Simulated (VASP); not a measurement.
# MnS (Fm-3m) in VASP: notebook

Runs on MnS. Level: PBE. Tasks: relaxation of cell and atoms.

Everything below comes from runs of VASP 6.6.1. Logs are shortened: lines on timing, memory, paths and dates and some standing lists are left out, and cuts for length are marked.

## (1) The crystal as given

Symmetry: Fm-3m, No. 225, cubic system. The conventional cell has a = 4.981 Å, b = 4.981 Å, c = 4.981 Å, α = 90.00°, β = 90.00°, γ = 90.00°. Around Mn (site symmetry m-3m) lie 6 S at 2.49 Å. Around S (site symmetry m-3m) lie 6 Mn at 2.49 Å.

## (2) Relaxation of cell and atoms, PBE, collinear spin, ferromagnetic start, target pressure 4.8 GPa, at which the enthalpy is minimised

INCAR reads:

```
ALGO = Normal ; EDIFF = 1E-7
EDIFFG = -0.002 ; ENCUT = 700
GGA = PE ; IBRION = 2
ISIF = 3 ; ISMEAR = 0
ISPIN = 2 ; LASPH = T
LCHARG = F ; LMAXMIX = 4
LORBIT = 11 ; LREAL = F
LWAVE = F ; MAGMOM = 5 0
NELM = 100 ; NSW = 80
PREC = Accurate ; PSTRESS = 48.0
SIGMA = 0.1
```

KPOINTS reads:

```
k-points
0
Gamma
  14 14 14
```

POSCAR reads:

```
MnS                                     
1.0
    0.0000000000      2.4902758177      2.4902758177
    2.4902758177     -0.0000000000      2.4902758177
    2.4902758177      2.4902758177      0.0000000000
  Mn              S             
     1     1
Direct
     0.0000000000000000    0.0000000000000000    0.0000000000000000
     0.5000000000000000    0.5000000000000000    0.5000000000000000
```

Potentials or basis: VASP PAW PBE potentials, release 64 (Mn_pv, S).

Started as:

```sh
$ cat potpaw_PBE.64/Mn_pv/POTCAR potpaw_PBE.64/S/POTCAR > POTCAR
$ mpirun -np 1 vasp_std > vasp.out
```

OUTCAR:

```text
EDIFF = 1E-7
   EDIFFG = -0.002
   ENCUT = 700
   GGA = PE
   IBRION = 2
   ISIF = 3
   ISMEAR = 0
   ISPIN = 2
   LASPH = T
   LORBIT = 11
   LREAL = F
   NELM = 100
   NSW = 80
   PREC = Accurate
   PSTRESS = 48.0

 ion  position               nearest neighbor table
   1  0.000  0.000  0.000-   2 2.49   2 2.49   2 2.49   2 2.49   2 2.49   2 2.49
   2  0.500  0.500  0.500-   1 2.49   1 2.49   1 2.49   1 2.49   1 2.49   1 2.49

  LATTYP: Found a face centered cubic cell.
 ALAT       =     4.9805516354

  Lattice vectors:

 A1 = (   0.0000000000,   2.4902758177,   2.4902758177)
 A2 = (   2.4902758177,   0.0000000000,   2.4902758177)
 A3 = (   2.4902758177,   2.4902758177,   0.0000000000)

Analysis of symmetry for initial positions (statically):
=====================================================================
 Subroutine PRICEL returns:
 Original cell was already a primitive cell.

 Routine SETGRP: Setting up the symmetry group for a
 face centered cubic supercell.

 Subroutine GETGRP returns: Found 48 space group operations
 (whereof 48 operations were pure point group operations)
 out of a pool of 48 trial point group operations.

The static configuration has the point symmetry O_h .

Analysis of symmetry for dynamics (positions and initial velocities):
=====================================================================
 Subroutine PRICEL returns:
 Original cell was already a primitive cell.

 Routine SETGRP: Setting up the symmetry group for a
 face centered cubic supercell.

 Subroutine GETGRP returns: Found 48 space group operations
 (whereof 48 operations were pure point group operations)
 out of a pool of 48 trial point group operations.

The dynamic configuration has the point symmetry O_h .

Analysis of structural, dynamic, and magnetic symmetry:
=====================================================================
 Subroutine PRICEL returns:
 Original cell was already a primitive cell.

 Routine SETGRP: Setting up the symmetry group for a
 face centered cubic supercell.

 Subroutine GETGRP returns: Found 48 space group operations
 (whereof 48 operations were pure point group operations)
 out of a pool of 48 trial point group operations.

The overall configuration has the point symmetry O_h .

 Subroutine INISYM returns: Found 48 space group operations
 (whereof 48 operations are pure point group operations),
 and found     1 'primitive' translations

----------------------------------------------------------------------------------------

                                     Primitive cell

  volume of cell :      30.8868

  direct lattice vectors                    reciprocal lattice vectors
     0.000000000  2.490275818  2.490275818    -0.200780972  0.200780972  0.200780972
     2.490275818  0.000000000  2.490275818     0.200780972 -0.200780972  0.200780972
     2.490275818  2.490275818  0.000000000     0.200780972  0.200780972 -0.200780972

  length of vectors
     3.521781835  3.521781835  3.521781835     0.347762845  0.347762845  0.347762845

  position of ions in fractional coordinates (direct lattice)
     0.000000000  0.000000000  0.000000000
     0.500000000  0.500000000  0.500000000

  ion indices of the primitive-cell ions
   primitive index   ion index
                 1           1
                 2           2

----------------------------------------------------------------------------------------

 KPOINTS: k-points

Automatic generation of k-mesh.
 Grid dimensions read from file:
 generate k-points for:   14   14   14

 Generating k-lattice:

  Cartesian coordinates                     Fractional coordinates (reciprocal lattice)
    -0.014341498  0.014341498  0.014341498     0.071428571  0.000000000  0.000000000
     0.014341498 -0.014341498  0.014341498     0.000000000  0.071428571  0.000000000
     0.014341498  0.014341498 -0.014341498     0.000000000  0.000000000  0.071428571

  Length of vectors
     0.024840203  0.024840203  0.024840203

  Shift w.r.t. Gamma in fractional coordinates (k-lattice)
     0.000000000  0.000000000  0.000000000

 Subroutine IBZKPT returns following result:
 ===========================================

 Found    104 irreducible k-points:

 Following reciprocal coordinates:
            Coordinates               Weight
  0.000000  0.000000  0.000000      1.000000
  0.071429  0.000000  0.000000      8.000000
  0.142857  0.000000  0.000000      8.000000
  0.214286  0.000000  0.000000      8.000000
  0.285714  0.000000  0.000000      8.000000
  0.357143  0.000000  0.000000      8.000000
[... 16 lines left out ...]
  0.214286  0.142857  0.000000     24.000000
  0.285714  0.142857  0.000000     24.000000
 [... further k-points ...]
   k-points           NKPTS =    104   k-points in BZ     NKDIM =    104   number of bands    NBANDS=     16
   number of dos      NEDOS =    301   number of ions     NIONS =      2
   total plane-waves  NPLWV =  27000
   dimension x,y,z NGX =    30 NGY =   30 NGZ =   30
   dimension x,y,z NGXF=    60 NGYF=   60 NGZF=   60
   ions per type =               1   1
   NGX,Y,Z   is equivalent  to a cutoff of  14.16, 14.16, 14.16 a.u.
   NGXF,Y,Z  is equivalent  to a cutoff of  28.32, 28.32, 28.32 a.u.
 SYSTEM =  unknown system
   PREC   = accura    normal or accurate (medium, high low for compatibility)
   ISTART =      0    job   : 0-new  1-cont  2-samecut
   ICHARG =      2    charge: 1-file 2-atom 10-const
   ISPIN  =      2    spin polarized calculation?
   LNONCOLLINEAR =      F non collinear calculations
   LSORBIT =      F    spin-orbit coupling
   LASPH  =      T    aspherical Exc in radial PAW
   ENCUT  =  700.0 eV  51.45 Ry    7.17 a.u.   7.60  7.60  7.60*2*pi/ulx,y,z
   NELM   =    100;   NELMIN=  2; NELMDL= -5     # of ELM steps
   EDIFF  = 0.1E-06   stopping-criterion for ELM
   LREAL  =      F    real-space projection
   EDIFFG = -.2E-02   stopping-criterion for IOM
   NSW    =     80    number of steps for IOM
   IBRION =      2    ionic relax: 0-MD 1-quasi-New 2-CG
   NFREE  =      1    steps in history (QN), initial steepest desc. (CG)
   ISIF   =      3    stress and relaxation
   ISYM   =      2    0-nonsym 1-usesym 2-fastsym
   POTIM  = 0.5000    time-step for ionic-motion
   TEBEG  =    0.0;   TEEND  =   0.0 temperature during run
   PSTRESS=   48.0 pullay stress
   NELECT =      19.0000    total number of electrons
   NUPDOWN=      -1.0000    fix difference up-down
   EMIN   =  10.00;   EMAX   =-10.00  energy-range for DOS
   EFERMI =   0.00;   METHOD = LEGACY
   ISMEAR =     0;   SIGMA  =   0.10  broadening in eV -4-tet -1-fermi 0-gaus
   EFERMI_NEDOS =   21; number of points for ismear=-14 and -15
   IALGO  =     38    algorithm
   IMIX   =      4    mixing-type and parameters
     AMIX     =   0.40;   BMIX     =  1.00
     AMIX_MAG =   1.60;   BMIX_MAG =  1.00
  volume/ion in A,a.u.               =      15.44       104.22
  Fermi-wavevector in a.u.,A,eV,Ry     =   1.392308  2.631080 26.375179  1.938521
  Thomas-Fermi vector in A             =   2.516063
   LORBIT       =     11    0 simple, 1 ext, 2 COOP (PROOUT), +10 PAW based schemes
   GGA     = PE    functional components
   LHFCALC =     F    Hartree Fock is set to
   AEXX    =    0.0000 exact exchange contribution
   IVDW    =     0    specifies the selected vdW correction
   LEPSILON=     F    determine dielectric tensor
   LRPA    =     F    only Hartree local field effects (RPA)
 conjugate gradient relaxation of ions
 spin polarized calculation
 Gauss-broadening in eV      SIGMA  =   0.10
  energy-cutoff  :      700.00
  volume of cell :       30.89
 maximum number of plane-waves:      1317
   NGX = 15   NGY = 15   NGZ = 15

 number of electron      19.0000000 magnetization       4.2908005

 Free energy of the ion-electron system (eV)
  ---------------------------------------------------
  ext. energy  EPLUGINS =         0.00000000
  ---------------------------------------------------
  free energy    TOTEN  =       -14.05544371 eV

  energy without entropy =      -14.04910197  energy(sigma->0) =      -14.05227284

 E-fermi :   8.2167     XC(G=0): -11.3330

 val. band max:        8.2157298443   @ k =   0.2857   0.1429   0.0714
 cond. band min:       8.2192312882   @ k =   0.4286   0.2857   0.1429
 fundamental gap:      0.0035014440
 Fermi energy:         8.2166753362

 spin component 1

 k-point     1 :       0.0000    0.0000    0.0000
  band No.  band energies     occupation
      1     -42.2836      1.00000
      2     -42.2836      1.00000
      3     -42.2836      1.00000
      4      -7.3469      1.00000
      5       4.7968      1.00000
      6       4.7968      1.00000
[... 8 lines left out ...]
     15      17.1336      0.00000
     16      17.1336      0.00000
[... 419 lines left out ...]
 k-point    24 :       0.2857    0.1429    0.0000
  band No.  band energies     occupation
      1     -42.2915      1.00000
      2     -42.2859      1.00000
      3     -42.2857      1.00000
      4      -6.5220      1.00000
      5       2.3246      1.00000
      6       3.5959      1.00000
[... 8 lines left out ...]
     15      15.3930      0.00000
     16      16.6937      0.00000

 [... further k-points ...]

 spin component 2

 k-point     1 :       0.0000    0.0000    0.0000
  band No.  band energies     occupation
      1     -38.1133      1.00000
      2     -38.1133      1.00000
      3     -38.1133      1.00000
      4      -7.0719      1.00000
      5       6.3662      1.00000
      6       6.3662      1.00000
[... 8 lines left out ...]
     15      18.1661      0.00000
     16      18.1661      0.00000
[... 419 lines left out ...]
 k-point    24 :       0.2857    0.1429    0.0000
  band No.  band energies     occupation
      1     -38.1237      1.00000
      2     -38.1163      1.00000
      3     -38.1160      1.00000
      4      -6.2734      1.00000
      5       3.1300      1.00000
      6       4.7694      1.00000
[... 8 lines left out ...]
     15      16.3535      0.00000
     16      17.4721      0.00000

 [... further k-points ...]

------------------------ aborting loop because EDIFF is reached ----------------------------------------

  FORCE on cell =-STRESS in cart. coord.  units (eV):
  Direction    XX          YY          ZZ          XY          YZ          ZX
  --------------------------------------------------------------------------------------
  -------------------------------------------------------------------------------------
  Total        0.9267358      0.9267358      0.9267358      0.0000000     -0.0000000      0.0000000
  in kB       48.0722169     48.0722169     48.0722169      0.0000000     -0.0000000      0.0000000
  external PRESSURE =       0.0722169 kB  Pullay stress =      48.0000000 kB

 VOLUME and BASIS-vectors are now :
 -----------------------------------------------------------------------------
  energy-cutoff  :      700.00
  volume of cell :       30.89
      direct lattice vectors                 reciprocal lattice vectors
     0.000000000  2.490275818  2.490275818    -0.200780972  0.200780972  0.200780972
     2.490275818  0.000000000  2.490275818     0.200780972 -0.200780972  0.200780972
     2.490275818  2.490275818  0.000000000     0.200780972  0.200780972 -0.200780972

 POSITION                                       TOTAL-FORCE (eV/Angst)
 -----------------------------------------------------------------------------------
      0.00000      0.00000      0.00000        -0.000000     -0.000000      0.000000
      2.49028      2.49028      2.49028         0.000000      0.000000     -0.000000
 -----------------------------------------------------------------------------------
    total drift:                               -0.000000      0.000000      0.000000

  FREE ENERGIE OF THE ION-ELECTRON SYSTEM (eV)
  ---------------------------------------------------
  free  energy   TOTEN  =       -14.0554437145 eV

  energy  without entropy=      -14.0491019653  energy(sigma->0) =      -14.05227284

  enthalpy is  TOTEN    =       -13.1301001593 eV   P V=        0.9253435552

 reached required accuracy - stopping structural energy minimisation

 total charge

# of ion       s       p       d       tot
------------------------------------------
    1        0.240   6.207   5.005  11.452
    2        1.329   2.424   0.000   3.752
--------------------------------------------------
tot          1.569   8.630   5.005  15.204

 magnetization (x)

# of ion       s       p       d       tot
------------------------------------------
    1        0.054   0.044   3.842   3.940
    2        0.027   0.048   0.000   0.075
--------------------------------------------------
tot          0.081   0.092   3.842   4.015
```

It took 99 s on 1 thread of Intel Xeon Platinum 8488C (Sapphire Rapids), shared host; peak memory 0.27 GiB.

Results:

| Item | Value |
| --- | --- |
| Free energy | -14.0554 eV |
| Pressure after relaxing | 4.8 GPa |
| Band gap on the k mesh | none (metal or under the smearing width) |
| Net moment | 4.29 μB per cell |
| Site moments | Mn +3.94; S +0.07 μB |
| Valence electrons inside the program's atomic spheres | Mn 11.45; S 3.75 |

Final structure:
```yaml
crystal:
  lattice:
    - [0.00000, 2.49028, 2.49028]
    - [2.49028, 0.00000, 2.49028]
    - [2.49028, 2.49028, 0.00000]
  atoms:
    - { symbol: Mn, position: [0.00000, 0.00000, 0.00000] }
    - { symbol: S, position: [0.50000, 0.50000, 0.50000] }
```

Caveat: the relaxation stopped at its first step, so nothing moved; the cell is relaxed towards a set pressure, so the enthalpy falls and the energy may rise; a cell with one magnetic atom can't hold antiferromagnetic order, which such compounds often take; semilocal functionals often make such compounds metallic where correlation or magnetic order opens a gap, which also shifts bond lengths. With open d or f shells a metallic result of PBE can be an artefact of self-interaction; +U or a hybrid may open a gap.

## (3) Relaxation of cell and atoms, PBE, collinear spin, ferromagnetic start, target pressure 0.0001 GPa, at which the enthalpy is minimised

INCAR, as its differences from that of step 2:

```diff
@@ -9,3 +9,3 @@
 NELM = 100 ; NSW = 80
-PREC = Accurate ; PSTRESS = 48.0
+PREC = Accurate ; PSTRESS = 0.001
 SIGMA = 0.1
```

KPOINTS is that of step 2.

POSCAR, as its differences from that of step 2:

```diff
@@ -3,3 +3,3 @@
     0.0000000000      2.4902758177      2.4902758177
-    2.4902758177     -0.0000000000      2.4902758177
+    2.4902758177      0.0000000000      2.4902758177
     2.4902758177      2.4902758177      0.0000000000
```

Potentials or basis: VASP PAW PBE potentials, release 64 (Mn_pv, S).

Started as:

```sh
$ cat potpaw_PBE.64/Mn_pv/POTCAR potpaw_PBE.64/S/POTCAR > POTCAR
$ mpirun -np 1 vasp_std > vasp.out
```

OUTCAR:

```text
EDIFF = 1E-7
   EDIFFG = -0.002
   ENCUT = 700
   GGA = PE
   IBRION = 2
   ISIF = 3
   ISMEAR = 0
   ISPIN = 2
   LASPH = T
   LORBIT = 11
   LREAL = F
   NELM = 100
   NSW = 80
   PREC = Accurate
   PSTRESS = 0.001

 ion  position               nearest neighbor table
   1  0.000  0.000  0.000-   2 2.49   2 2.49   2 2.49   2 2.49   2 2.49   2 2.49
   2  0.500  0.500  0.500-   1 2.49   1 2.49   1 2.49   1 2.49   1 2.49   1 2.49

  LATTYP: Found a face centered cubic cell.
 ALAT       =     4.9805516354

  Lattice vectors:

 A1 = (   0.0000000000,   2.4902758177,   2.4902758177)
 A2 = (   2.4902758177,   0.0000000000,   2.4902758177)
 A3 = (   2.4902758177,   2.4902758177,   0.0000000000)

Analysis of symmetry for initial positions (statically):
=====================================================================
 Subroutine PRICEL returns:
 Original cell was already a primitive cell.
[... 348 lines left out ...]

 E-fermi :   7.4396     XC(G=0): -10.9822

 val. band max:        7.4351019755   @ k =   0.0714   0.0714   0.0000
 cond. band min:       7.4575992745   @ k =   0.1429   0.0714   0.0000
 fundamental gap:      0.0224972990
 Fermi energy:         7.4395763715

 spin component 1

 k-point     1 :       0.0000    0.0000    0.0000
  band No.  band energies     occupation
      1     -43.1882      1.00000
      2     -43.1882      1.00000
      3     -43.1882      1.00000
      4      -7.6592      1.00000
      5       4.0186      1.00000
      6       4.0186      1.00000
[... 435 lines left out ...]
      5       1.7922      1.00000
      6       2.9888      1.00000
[... 8 lines left out ...]
     15      14.3381      0.00000
     16      15.6655      0.00000

 [... further k-points ...]

 spin component 2

 k-point     1 :       0.0000    0.0000    0.0000
  band No.  band energies     occupation
      1     -38.8424      1.00000
      2     -38.8424      1.00000
      3     -38.8424      1.00000
      4      -7.3842      1.00000
      5       5.6260      1.00000
      6       5.6260      1.00000
[... 480 lines left out ...]
  energy  without entropy=      -14.0837700975  energy(sigma->0) =      -14.08609676

  enthalpy is  TOTEN    =       -14.0884027934 eV   P V=        0.0000206334

 reached required accuracy - stopping structural energy minimisation

 total charge

# of ion       s       p       d       tot
------------------------------------------
    1        0.226   6.183   4.965  11.374
    2        1.328   2.409   0.000   3.737
--------------------------------------------------
tot          1.554   8.591   4.965  15.111

 magnetization (x)

# of ion       s       p       d       tot
------------------------------------------
    1        0.052   0.041   4.001   4.095
    2        0.027   0.057   0.000   0.083
--------------------------------------------------
tot          0.079   0.098   4.001   4.178
```

CONTCAR:

```text
MnS
   1.00000000000000
    -0.0000000000000000    2.5473212188209766    2.5473212188209766
     2.5473212188209766   -0.0000000000000000    2.5473212188209766
     2.5473212188209766    2.5473212188209766    0.0000000000000000
  Mn              S
     1     1
Direct
     0.0000000000000000    0.0000000000000000    0.0000000000000000
     0.5000000000000000    0.5000000000000000    0.5000000000000000

  0.00000000E+00  0.00000000E+00  0.00000000E+00
  0.00000000E+00  0.00000000E+00  0.00000000E+00
```

It took 3.8 min on 1 thread of Intel Xeon Platinum 8488C (Sapphire Rapids), shared host; peak memory 0.28 GiB.

Results:

- Free energy: -14.0884 eV
- Relaxed volume: 16.53 Å³/atom
- Relaxed cell: a = 3.602 Å, b = 3.602 Å, c = 3.602 Å, α = 60.00°, β = 60.00°, γ = 60.00°
- Space group after relaxing (to 0.05 Å): Fm-3m (No. 225)
- Energy change on relaxing (the enthalpy is what falls): -16.5 meV/atom
- Ionic steps: 5
- Pressure after relaxing: 0.0 GPa
- Band gap on the k mesh: none (metal or under the smearing width)
- Net moment: 4.49 μB per cell
- Site moments: Mn +4.09; S +0.08 μB
- Valence electrons inside the program's atomic spheres: Mn 11.37; S 3.74

The path:
| step | energy change (eV) | largest force (eV/Å) | pressure (GPa) | volume (Å³) |
| --- | --- | --- | --- | --- |
| 1 | 0.0000 | 0.0000 | 4.81 | 30.89 |
| 2 | -0.0330 | 0.0000 | 0.12 | 33.00 |
| 3 | -0.0330 | 0.0000 | 0.03 | 33.06 |
| 4 | -0.0330 | 0.0000 | 0.02 | 33.06 |
| 5 | -0.0330 | 0.0000 | 0.02 | 33.06 |

Final structure:
```xyz
2
Lattice="0.0000 2.5473 2.5473 2.5473 0.0000 2.5473 2.5473 2.5473 0.0000" Properties=species:S:1:pos:R:3 pbc="T T T"
Mn    0.0000    0.0000    0.0000
S     2.5473    2.5473    2.5473
```

Caveat: the cell is relaxed towards a set pressure, so the enthalpy falls and the energy may rise; a cell with one magnetic atom can't hold antiferromagnetic order, which such compounds often take; semilocal functionals often make such compounds metallic where correlation or magnetic order opens a gap, which also shifts bond lengths. Zero-point motion and thermal expansion aren't in these numbers.
